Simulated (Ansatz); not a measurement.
Write the native input for Ansatz 0.2.0 that does the following.

```
Task                : relaxation of cell and atoms
Functional          : LDA
Potentials or basis : Ansatz PAW
Cutoff              : 420 eV (not typed: the program's choice for these potentials)
k mesh              : 9 × 8 × 6
Occupations         : fermi-dirac, width 0.05 eV
Spin                : collinear spin, ferromagnetic start
Starting moments    : [1.0, 1.0, 0.0, 0.0] μB
```

SiNi:

```
Ni Si
1.0
     2.94277    0.00000    0.00000
     0.00000    3.28033    0.00000
     0.00000    0.00000    4.67745
Ni Si
2 2
Cartesian
  1.4714 1.6402 1.6020
  0.0000 0.0000 3.0754
  1.4714 1.6402 3.9438
  0.0000 0.0000 0.7337
```

The cell is a database's computed one.

One way to write it, as run:

input.yaml

```yaml
crystal:
  lattice:
    - [2.94277066, 0.0, 0.0]
    - [0.0, 3.28032554, 0.0]
    - [0.0, 0.0, 4.67744676]
  atoms:
    - { symbol: Ni, position: [0.5, 0.5, 0.34249559], spin: 1.0 }
    - { symbol: Ni, position: [0.0, 0.0, 0.65750441], spin: 1.0 }
    - { symbol: Si, position: [0.5, 0.5, 0.84314316] }
    - { symbol: Si, position: [0.0, 0.0, 0.15685684] }
hamiltonian:
  xc: lda
  pseudopotentials: { kind: paw }
magnetization:
  spin_polarized: true
kpoints:
  mp_grid: { grid: [9, 8, 6] }
scf:
  occupations: { method: fermi_dirac, width: 0.05 }
output:
  forces: true
  stress: true
  eigenvalues: true
relax:
  f_tol: 0.01
  max_steps: 40
  cell: { stress_tol: 0.05 }
```

Potentials or basis: Ansatz PAW.

Command:

```console
$ ansatz run input.yaml --threads 2 --pin off --max-ram 5632MiB --backend cpu --events-out ev --progress --plain --runs-dir out
```

Results of the run:

| Property | Result |
| --- | --- |
| Relaxed volume | 11.04 Å³/atom |
| Relaxed cell | a = 2.926 Å, b = 3.263 Å, c = 4.623 Å, α = 90.00°, β = 90.00°, γ = 90.00° |
| Space group after relaxing (to 0.05 Å) | Pmmn (No. 59) |
| Energy gained by relaxing | 5.1 meV/atom |
| Ionic steps | 6 |
| Pressure after relaxing | 0.0 GPa |
| Band gap on the k mesh | none (metal or under the smearing width) |
| Net moment | 0.00 μB per cell |
| Absolute moment | 0.00 μB per cell |

Caveat: the plane-wave basis is chosen anew once the cell has moved, so the energies of steps on either side of that aren't comparable; the PAW data sets come from PBE, with cores solved anew for the run's functional, which leaves a small shift of forces and pressure; the starting moments weren't kept.

Wall time 43 s on 2 threads of Arm Neoverse V2 (shared host), peak memory 0.47 GiB.
